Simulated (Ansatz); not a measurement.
Hf2Si under pressure: fit and missing row

Hf2Si, I4/mcm, a = 6.511 Å, c = 5.143 Å. The structure is a Materials Project entry; whether it is the stable form wasn't checked. Ansatz: PBEsol, PAW, 420 eV, Γ-centred 10×10×10 mesh on 6 atoms, Gaussian smearing 0.10 eV; no spin polarisation. Cell and atoms are relaxed at each pressure, and no other structure is tried, so the rows at high pressure may lie past a change of phase.

```tsv
V (Å³/atom)	P (GPa)
13.017	89.99
14.522	50.00
15.926	24.99
16.928	12.00
17.708	4.00
18.048	0.99
18.168	0.00
?	-1.00
```

Take V0 = 18.168 Å³/atom, fit the third-order Birch–Murnaghan form to the other rows, and predict the missing volume.

With the Eulerian strain f = ½[(V0/V)^(2/3) − 1] and y = P/[3f(1 + 2f)^(5/2)], the form is the line y = B0 + 1.5 B0 (B0′ − 4) f. Rows (f, y): 0.12445, 138.3; 0.08053, 142.5; 0.04589, 145.7; 0.02413, 147.3; 0.00862, 148.2; 0.00221, 147.7. Means f = 0.04764, y = 144.95; Σ(Δf)² = 0.01112, ΣΔfΔy = -0.8997; the slope is their ratio. y = 148.8 − 80.88 f GPa, so B0 = 148.8 GPa and B0′ = 4 + 2 × (-80.88)/(3 × 148.8) = 3.64. P = -1.00 GPa is met at f = -0.00226 (y = 148.98), so V = V0 (1 + 2f)^(−3/2) = 18.292 Å³/atom. The run gave 18.292 Å³/atom, the same to the digits shown.

Spin–orbit coupling is left out, which can shift energies with elements as heavy as these.